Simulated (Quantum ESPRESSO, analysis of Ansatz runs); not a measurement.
# A hop of O in Al2O3 (R-3c), charge 0 (Quantum ESPRESSO)

Aim: the barrier of one jump in Al2O3 (R-3c) at charge 0: V_O hop (2.6 Å). The model is a cell of 80 host atoms with 1 O taken out; O is the atom that moves.

Main program and level: Quantum ESPRESSO 7.5; Quantum ESPRESSO plane-wave DFT, PBEsol, GBRV 1.5 PBEsol potentials; nudged elastic band between two relaxed defect structures.

## (1) The starting structure

The cell holds 79 atoms: 32 Al and 47 O. Its edges and angles: a = 10.279 Å, b = 10.279 Å, c = 10.279 Å, α = 55.4°, β = 55.4°, γ = 55.4°. It derives from Al2O3 (space group R-3c). Nearest the centre at fractional (0.750, 0.250, 0.500): O57 at 1.29 Å, Al41 at 1.37 Å, Al53 at 1.41 Å, O64 at 2.28 Å, O79 at 2.30 Å, O46 at 2.50 Å, O56 at 2.51 Å, Al42 at 2.78 Å.

The cell's shortest repeat is 9.6 Å.

## (2) Relaxation of the start point, charge 0

The ends come first: from an unrelaxed start the top is counted from too high an energy, and the barrier comes out too low. Small random displacements break the symmetry of the ideal sites, so that the defect can distort if it gains by it.

pw.in reads:

```
&CONTROL
  calculation = 'relax'
  prefix = 'pwscf'
  outdir = './tmp'
  pseudo_dir = './pseudo'
  tprnfor = .true.
  disk_io = 'low'
  nstep = 70
  forc_conv_thr = 0.00078
  etot_conv_thr = 0.0001
/
&SYSTEM
  ibrav = 0
  nat = 79
  ntyp = 2
  ecutwfc = 36
  ecutrho = 288
  nbnd = 193
  occupations = 'fixed'
  nosym = .true.
/
&ELECTRONS
  conv_thr = 8d-08
  electron_maxstep = 100
  mixing_beta = 0.5
/
&IONS
  ion_dynamics = 'bfgs'
/
ATOMIC_SPECIES
Al    26.9815 al_pbesol_v1.uspp.F.UPF
O     15.9990 o_pbesol_v1.2.uspp.F.UPF
CELL_PARAMETERS angstrom
   4.7750098370    2.7568532677    8.6755442072
  -4.7750098370    2.7568532677    8.6755442072
   0.0000000000   -5.5137065355    8.6755442072
ATOMIC_POSITIONS crystal
Al     0.3245199247    0.3245008634    0.3205014913
Al     0.4226627849    0.4266359610    0.4264060291
Al     0.0753895767    0.0751251520    0.0701544561
Al     0.1752979222    0.1797923551    0.1744723169
O      0.2205901766    0.0257353346    0.3785665208
O      0.4715798476    0.1217429437    0.2806763441
O      0.0243823325    0.3755130827    0.2229415995
O      0.3729317147    0.2211269230    0.0316534498
O      0.1239133715    0.2764499252    0.4711948388
O      0.2749409754    0.4752133569    0.1255547027
Al     0.3203320582    0.3254508837    0.8242755939
Al     0.4250542022    0.4283128768    0.9229819831
Al     0.0747355458    0.0749282882    0.5702927278
Al     0.1755922552    0.1797313529    0.6741169621
O      0.2209031057    0.0309584563    0.8757045367
O      0.4702902883    0.1286961653    0.7762462225
O      0.0290409696    0.3779183317    0.7192201905
O      0.3727735121    0.2255007297    0.5282219736
O      0.1257993727    0.2803920712    0.9684853350
O      0.2802038542    0.4719197153    0.6215209397
Al     0.3238471111    0.8214005162    0.3274562886
Al     0.4222979708    0.9278830663    0.4274506928
Al     0.0756686947    0.5727987138    0.0710666632
Al     0.1744310307    0.6766593674    0.1739741883
O      0.2219380862    0.5299566583    0.3763414705
O      0.4734278452    0.6212429519    0.2788252633
O      0.0288521816    0.8769072586    0.2183167441
O      0.3740562814    0.7250988632    0.0249761740
O      0.1226547436    0.7766762474    0.4756337968
O      0.2789729483    0.9750998689    0.1225308697
Al     0.3249459533    0.8251481442    0.8201995903
Al     0.4293446551    0.9238501257    0.9266218108
Al     0.0714584705    0.5752249560    0.5724657105
Al     0.1724923828    0.6781854327    0.6760764643
O      0.2235858965    0.5290084180    0.8712070635
O      0.4708330109    0.6285319464    0.7777107846
O      0.0277694065    0.8763152664    0.7241413233
O      0.3747130511    0.7189705648    0.5310802946
O      0.1236175936    0.7763395991    0.9758697194
O      0.2773843930    0.9756445918    0.6224795008
Al     0.8224304251    0.3215096929    0.3272470854
Al     0.9226437817    0.4280436213    0.4279921418
Al     0.5714662915    0.0761091940    0.0721884960
Al     0.6773119948    0.1738576696    0.1789272451
O      0.7216023369    0.0270398871    0.3785341053
O      0.9748608342    0.1216207702    0.2778735901
O      0.5272462310    0.3749999358    0.2253247912
O      0.8721820513    0.2227992327    0.0271690291
O      0.7764327948    0.4726524572    0.1282042701
Al     0.8252651512    0.3262547875    0.8203874187
Al     0.9224475329    0.4270391782    0.9266141091
Al     0.5718693433    0.0717652665    0.5760670294
Al     0.6743560042    0.1781226712    0.6781485234
O      0.7192683862    0.0283784740    0.8782543127
O      0.9728326211    0.1214122968    0.7804006145
O      0.5257708610    0.3748202801    0.7256731149
O      0.8739270188    0.2211957996    0.5264363281
O      0.6253970844    0.2743534970    0.9745628827
O      0.7759688244    0.4734024535    0.6278080232
Al     0.8220712172    0.8275082338    0.3220814002
Al     0.9243316098    0.9273384594    0.4288334452
Al     0.5704158128    0.5760193235    0.0756521556
Al     0.6798505360    0.6746155258    0.1746106952
O      0.7202749466    0.5281286686    0.3784525918
O      0.9751229218    0.6226125444    0.2789422479
O      0.5313522213    0.8750782467    0.2207422253
O      0.8749401665    0.7234353478    0.0244842508
O      0.6284849300    0.7773181006    0.4714807752
O      0.7806667623    0.9703672129    0.1224741388
Al     0.8216123914    0.8265866243    0.8220156187
Al     0.9258240694    0.9258662923    0.9233700020
Al     0.5710814315    0.5773158712    0.5735351367
Al     0.6741552862    0.6758793019    0.6747832286
O      0.7186543833    0.5297707684    0.8747145829
O      0.9695653303    0.6284924271    0.7768188471
O      0.5269101657    0.8719502741    0.7243275033
O      0.8716508925    0.7233743853    0.5304752684
O      0.6234621727    0.7817073770    0.9711008513
O      0.7797854045    0.9690646508    0.6273248287
K_POINTS gamma
```

On the command line:

```console
$ OMP_NUM_THREADS=1 mpirun -n 4 pw.x -in pw.in > pw.out
```

The program printed:

```text
[shortened: banners, details of potentials and solvers, and blank lines are left out]
     gamma-point specific algorithms are used
     one sub-group per band group will be used
     scalapack distributed-memory algorithm (size of sub-group:  2*  2 procs)
     bravais-lattice index     =            0
     lattice parameter (alat)  =      19.4252  a.u.
     unit-cell volume          =    4624.1563 (a.u.)^3
     number of atoms/cell      =           79
     number of atomic types    =            2
     number of electrons       =       378.00
     number of Kohn-Sham states=          193
     kinetic-energy cutoff     =      36.0000  Ry
     charge density cutoff     =     288.0000  Ry
     scf convergence threshold =      8.0E-08
     mixing beta               =       0.5000
     number of iterations used =            8  plain     mixing
     energy convergence thresh.=      1.0E-04
     force convergence thresh. =      7.8E-04
     Exchange-correlation= SLA  PW   PSX  PSC
                           (   1   4  10   8   0   0   0)
     nstep                     =           70
     crystal axes: (cart. coord. in units of alat)
               a(1) = (   0.464522   0.268192   0.843974 )
               a(2) = (  -0.464522   0.268192   0.843974 )
               a(3) = (   0.000000  -0.536384   0.843974 )
     PseudoPot. # 1 for Al read from file:
     al_pbesol_v1.uspp.F.UPF
     Pseudo is Ultrasoft + core correction, Zval =  3.0
[...]
PseudoPot. # 2 for O  read from file:
     o_pbesol_v1.2.uspp.F.UPF
     Pseudo is Ultrasoft + core correction, Zval =  6.0
[...]
atomic species   valence    mass     pseudopotential
     Al                3.00    26.98150     Al( 1.00)
     O                 6.00    15.99900     O ( 1.00)
     No symmetry found
     site n.     atom                  positions (alat units)
         1        Al     tau(   1) = (   0.0000089   0.0021503   0.8182515  )
         2        Al     tau(   2) = (  -0.0018456  -0.0009422   1.0766616  )
         3        Al     tau(   3) = (   0.0001228   0.0027371   0.1862390  )
         4        Al     tau(   4) = (  -0.0020878   0.0016482   0.4469370  )
         5        O      tau(   5) = (   0.0905144  -0.1369945   0.5273926  )
         6        O      tau(   6) = (   0.1625070   0.0085741   0.7376325  )
         7        O      tau(   7) = (  -0.1631081  -0.0123336   0.5256582  )
         8        O      tau(   8) = (   0.0705167   0.1423434   0.5280847  )
[...]
number of k points=     1
                       cart. coord. in units 2pi/alat
        k(    1) = (   0.0000000   0.0000000   0.0000000), wk =   2.0000000
     Dense  grid:   190929 G-vectors     FFT dimensions: ( 108, 108, 108)
     Smooth grid:    67502 G-vectors     FFT dimensions: (  75,  75,  75)
     starting charge     377.9246, renormalised to     378.0000
     Self-consistent Calculation
     iteration #  1     ecut=    36.00 Ry     beta= 0.50
     total energy              =   -1734.05884712 Ry
     estimated scf accuracy    <      15.07199004 Ry
     iteration #  2     ecut=    36.00 Ry     beta= 0.50
     total energy              =   -1738.48594132 Ry
     estimated scf accuracy    <       1.46143741 Ry
     iteration #  3     ecut=    36.00 Ry     beta= 0.50
     total energy              =   -1738.55320536 Ry
     estimated scf accuracy    <       0.15133023 Ry
[...]
estimated scf accuracy    <       0.00006559 Ry
     iteration #  8     ecut=    36.00 Ry     beta= 0.50
     total energy              =   -1738.59378870 Ry
     estimated scf accuracy    <       0.00000442 Ry
     iteration #  9     ecut=    36.00 Ry     beta= 0.50
     total energy              =   -1738.59379011 Ry
     estimated scf accuracy    <       0.00000014 Ry
     iteration # 10     ecut=    36.00 Ry     beta= 0.50
     End of self-consistent calculation
          k = 0.0000 0.0000 0.0000 (  8449 PWs)   bands (ev):
   -11.7563 -10.8105 -10.7757 -10.7085 -10.6840 -10.6384 -10.6291 -10.5889
   -10.5712 -10.5535 -10.5223 -10.3709  -9.9309  -9.9202  -9.8846  -9.7197
    -9.6849  -9.6519  -9.5306  -9.5200  -9.4792  -9.4029  -9.2963  -9.2423
    -9.2164  -9.1925  -9.1580  -9.1501  -9.1351  -9.1281  -9.1016  -9.0691
    -9.0509  -9.0379  -8.9995  -8.9911  -8.9617  -8.9529  -8.9244  -8.9147
    -8.8902  -8.8554  -8.7317  -8.7093  -8.6848  -8.6796  -8.6336   0.4633
     0.8470   0.8756   0.8813   0.9124   0.9662   1.0104   1.1405   1.2560
     1.2685   1.4469   1.5722   1.6461   1.6780   1.7449   1.7838   1.8226
[...]
15.1457
     highest occupied, lowest unoccupied level (ev):    10.1589   13.6770
!    total energy              =   -1738.59379012 Ry
     estimated scf accuracy    <       0.00000003 Ry
     The total energy is the sum of the following terms:
     one-electron contribution =    -325.42848675 Ry
     hartree contribution      =     436.13370044 Ry
     xc contribution           =    -486.05144440 Ry
     ewald contribution        =   -1363.24755940 Ry
     convergence has been achieved in  10 iterations
     Forces acting on atoms (cartesian axes, Ry/au):
     atom    1 type  1   force =    -0.00153341   -0.01231817    0.00809584
     atom    2 type  1   force =     0.03374643    0.00193758    0.01724291
     atom    3 type  1   force =     0.00086700   -0.01961886    0.00659397
     atom    4 type  1   force =     0.01498021   -0.02140072   -0.01817719
     atom    5 type  2   force =     0.00438186    0.02184189   -0.01308092
     atom    6 type  2   force =    -0.01217630    0.01255511    0.01385801
     atom    7 type  2   force =     0.00414810    0.01185217    0.00709231
     atom    8 type  2   force =    -0.01555520    0.01600380    0.00063710
[...]
Total force =     0.220104     Total SCF correction =     0.000114
     BFGS Geometry Optimization
     Energy error            =      4.8E-02 Ry
     Gradient error          =      3.8E-02 Ry/Bohr
     number of scf cycles    =   1
     number of bfgs steps    =   0
     energy             new  =   -1738.5937901154 Ry
     new trust radius        =       0.0393121006 bohr
     new conv_thr            =       0.0000000800 Ry
ATOMIC_POSITIONS (crystal)
Al               0.3242054843        0.3243563592        0.3214542535
Al               0.4249452837        0.4251786054        0.4266326422
Al               0.0749440485        0.0745835409        0.0715438041
Al               0.1750737676        0.1779080602        0.1754720229
O                0.2212657746        0.0259253253        0.3769030429
O                0.4715885665        0.1231010674        0.2801547905
O                0.0251355552        0.3758066034        0.2223274614
O                0.3725947248        0.2225137950        0.0306424283
[...]
Self-consistent Calculation
[...]
iteration #  3     ecut=    36.00 Ry     beta= 0.50
     total energy              =   -1738.64538012 Ry
     estimated scf accuracy    <       0.00000034 Ry
     iteration #  4     ecut=    36.00 Ry     beta= 0.50
     total energy              =   -1738.64538018 Ry
     estimated scf accuracy    <       0.00000005 Ry
     iteration #  5     ecut=    36.00 Ry     beta= 0.50
     total energy              =   -1738.64538018 Ry
     estimated scf accuracy    <          3.9E-09 Ry
     iteration #  6     ecut=    36.00 Ry     beta= 0.50
[...]
k = 0.0000 0.0000 0.0000 (  8449 PWs)   bands (ev):
   -11.7247 -10.7475 -10.7234 -10.6095 -10.6067 -10.5947 -10.5940 -10.5865
   -10.5760 -10.5656 -10.5371 -10.3742  -9.9149  -9.8935  -9.8405  -9.6695
    -9.6620  -9.6371  -9.5054  -9.4927  -9.4374  -9.3620  -9.2313  -9.2116
    -9.1764  -9.1285  -9.1157  -9.1127  -9.1043  -9.1014  -9.0950  -9.0555
    -9.0321  -8.9835  -8.9810  -8.9674  -8.9609  -8.9580  -8.9526  -8.9450
    -8.9384  -8.9266  -8.7712  -8.7377  -8.7044  -8.6998  -8.6835   0.4863
     0.9006   0.9120   0.9161   0.9414   0.9624   1.0233   1.1471   1.2671
     1.2708   1.4766   1.5621   1.6733   1.7184   1.7753   1.7785   1.8493
[...]
highest occupied, lowest unoccupied level (ev):     9.6781   13.6875
!    total energy              =   -1738.64538018 Ry
     estimated scf accuracy    <          2.6E-10 Ry
[...]
convergence has been achieved in   6 iterations
     Forces acting on atoms (cartesian axes, Ry/au):
     atom    1 type  1   force =    -0.00032933   -0.00057355   -0.00016101
     atom    2 type  1   force =     0.00047637    0.00079154    0.00007792
     atom    3 type  1   force =    -0.00043732    0.00021594    0.00011569
     atom    4 type  1   force =    -0.00018526   -0.00040159   -0.00033778
     atom    5 type  2   force =    -0.00044507   -0.00049867   -0.00049600
     atom    6 type  2   force =     0.00021259    0.00005682    0.00028331
     atom    7 type  2   force =    -0.00028680    0.00000135   -0.00040795
     atom    8 type  2   force =    -0.00102469    0.00017948    0.00003032
[...]
Total force =     0.005055     Total SCF correction =     0.000039
[...]
number of scf cycles    =  10
     number of bfgs steps    =   9
     energy             old  =   -1738.6453152826 Ry
     energy             new  =   -1738.6453801790 Ry
     CASE: energy            _new < energy            _old
     new trust radius        =       0.0040457245 bohr
[...]
ATOMIC_POSITIONS (crystal)
Al               0.3233382539        0.3255526975        0.3244133265
Al               0.4358350398        0.4203294504        0.4277178027
Al               0.0730508238        0.0747631846        0.0738523994
Al               0.1728603010        0.1786041226        0.1768970582
O                0.2209948495        0.0289434061        0.3748964698
O                0.4710671519        0.1260649052        0.2779595453
O                0.0257675112        0.3762169090        0.2228639099
O                0.3739815439        0.2226188274        0.0277458031
[...]
Self-consistent Calculation
     iteration #  1     ecut=    36.00 Ry     beta= 0.50
     total energy              =   -1738.64541333 Ry
     estimated scf accuracy    <       0.00001532 Ry
     iteration #  2     ecut=    36.00 Ry     beta= 0.50
     total energy              =   -1738.64541454 Ry
     estimated scf accuracy    <       0.00000154 Ry
     iteration #  3     ecut=    36.00 Ry     beta= 0.50
     total energy              =   -1738.64541475 Ry
     estimated scf accuracy    <       0.00000019 Ry
     iteration #  4     ecut=    36.00 Ry     beta= 0.50
     total energy              =   -1738.64541478 Ry
     estimated scf accuracy    <       0.00000002 Ry
     iteration #  5     ecut=    36.00 Ry     beta= 0.50
     total energy              =   -1738.64541479 Ry
     estimated scf accuracy    <          2.3E-09 Ry
     iteration #  6     ecut=    36.00 Ry     beta= 0.50
     End of self-consistent calculation
          k = 0.0000 0.0000 0.0000 (  8449 PWs)   bands (ev):
   -11.7246 -10.7478 -10.7230 -10.6097 -10.6067 -10.5946 -10.5941 -10.5859
   -10.5762 -10.5650 -10.5362 -10.3738  -9.9143  -9.8937  -9.8402  -9.6695
    -9.6611  -9.6382  -9.5054  -9.4922  -9.4370  -9.3619  -9.2308  -9.2117
    -9.1765  -9.1286  -9.1153  -9.1128  -9.1044  -9.1011  -9.0951  -9.0557
    -9.0312  -8.9831  -8.9811  -8.9669  -8.9608  -8.9578  -8.9520  -8.9455
    -8.9387  -8.9264  -8.7711  -8.7374  -8.7046  -8.6995  -8.6834   0.4864
     0.9010   0.9118   0.9159   0.9416   0.9629   1.0233   1.1473   1.2667
     1.2704   1.4773   1.5621   1.6736   1.7185   1.7752   1.7786   1.8500
[...]
14.9889
     highest occupied, lowest unoccupied level (ev):     9.6738   13.6876
!    total energy              =   -1738.64541479 Ry
     estimated scf accuracy    <          1.6E-10 Ry
     The total energy is the sum of the following terms:
     one-electron contribution =    -322.32740800 Ry
     hartree contribution      =     434.68444121 Ry
     xc contribution           =    -485.95845554 Ry
     ewald contribution        =   -1365.04399246 Ry
     convergence has been achieved in   6 iterations
     Forces acting on atoms (cartesian axes, Ry/au):
     atom    1 type  1   force =    -0.00007756   -0.00011456   -0.00000346
     atom    2 type  1   force =     0.00014378    0.00065153   -0.00003206
     atom    3 type  1   force =    -0.00013111    0.00020151    0.00009511
     atom    4 type  1   force =    -0.00020371   -0.00028057   -0.00019941
     atom    5 type  2   force =    -0.00048261   -0.00030310   -0.00010286
     atom    6 type  2   force =     0.00015882   -0.00013342   -0.00003634
     atom    7 type  2   force =     0.00007499   -0.00018903   -0.00046871
     atom    8 type  2   force =    -0.00049748   -0.00007699    0.00016194
[...]
Total force =     0.003518     Total SCF correction =     0.000027
     Energy error            =      3.5E-05 Ry
     Gradient error          =      6.6E-04 Ry/Bohr
     bfgs converged in  11 scf cycles and  10 bfgs steps
     (criteria: energy <  1.0E-04 Ry, force <  7.8E-04 Ry/Bohr)
     End of BFGS Geometry Optimization
     Final energy             =   -1738.6454147860 Ry
Begin final coordinates
ATOMIC_POSITIONS (crystal)
Al               0.3233382539        0.3255526975        0.3244133265
Al               0.4358350398        0.4203294504        0.4277178027
Al               0.0730508238        0.0747631846        0.0738523994
Al               0.1728603010        0.1786041226        0.1768970582
O                0.2209948495        0.0289434061        0.3748964698
O                0.4710671519        0.1260649052        0.2779595453
O                0.0257675112        0.3762169090        0.2228639099
O                0.3739815439        0.2226188274        0.0277458031
[...]
End final coordinates
   JOB DONE.
```

Run time: 5.4 min. Hardware: 4 MPI ranks of Intel Xeon Platinum 8259CL at 2.50GHz (Skylake/Cascade Lake), shared host; peak memory 1.2 GiB; 22 min of CPU time.

The steps of the relaxation:

| step | energy less that of the first step (eV) |
| --- | --- |
| 0 | 0.0000 |
| 1 | -0.4638 |
| 2 | -0.6272 |
| 3 | -0.6592 |
| 4 | -0.6820 |
| 5 | -0.6924 |
| 6 | -0.6961 |
| 7 | -0.6994 |
| 8 | -0.7010 |
| 9 | -0.7019 |
| 10 | -0.7024 |

The atoms that moved most (Å):

| atom | dx | dy | dz | length |
| --- | --- | --- | --- | --- |
| Al2 | 0.093 | 0.012 | 0.071 | 0.118 |
| Al41 | -0.055 | -0.042 | -0.048 | 0.084 |
| O79 | -0.044 | 0.025 | -0.011 | 0.052 |
| O46 | -0.044 | -0.007 | 0.001 | 0.044 |
| O56 | 0.006 | 0.034 | -0.022 | 0.041 |
| Al1 | -0.011 | -0.022 | 0.033 | 0.041 |
| O65 | -0.033 | 0.000 | -0.018 | 0.038 |
| Al32 | -0.033 | -0.004 | -0.016 | 0.037 |

Neighbours of O57 at the end:

| atom | distance (Å) |
| --- | --- |
| Al53 | 1.854 |
| Al13 | 1.871 |
| Al42 | 1.971 |
| Al41 | 1.985 |
| O7 | 2.532 |
| O64 | 2.534 |
| O9 | 2.631 |
| O79 | 2.718 |
| O59 | 2.725 |
| O55 | 2.732 |
| O46 | 2.734 |

This step gave:

```yaml
highest_filled_level: 9.674 eV
lowest_empty_level: 13.69 eV
r_m_s_move_of_the_farther_half_of_the_atoms: 0.006014 Å
largest_move_from_the_ideal_geometry_of_this_structure_a_common_shift_of_the_far_atoms_taken_out: 0.1001 Å
```

The relaxation gained 0.702 eV and ended with a largest force component of 0.017 eV/Å.

(Part 1 of 3 ends here.)

[Logs are printed without paths, hosts, clocks, repeated set-up lines and the standing remarks that a program may print on its own settings, such as how far it seeks lower states.]

[Hosts, paths, dates, database ids (printed as entryN), source tags and the programs' standing remarks are cut or masked in the printed files.]
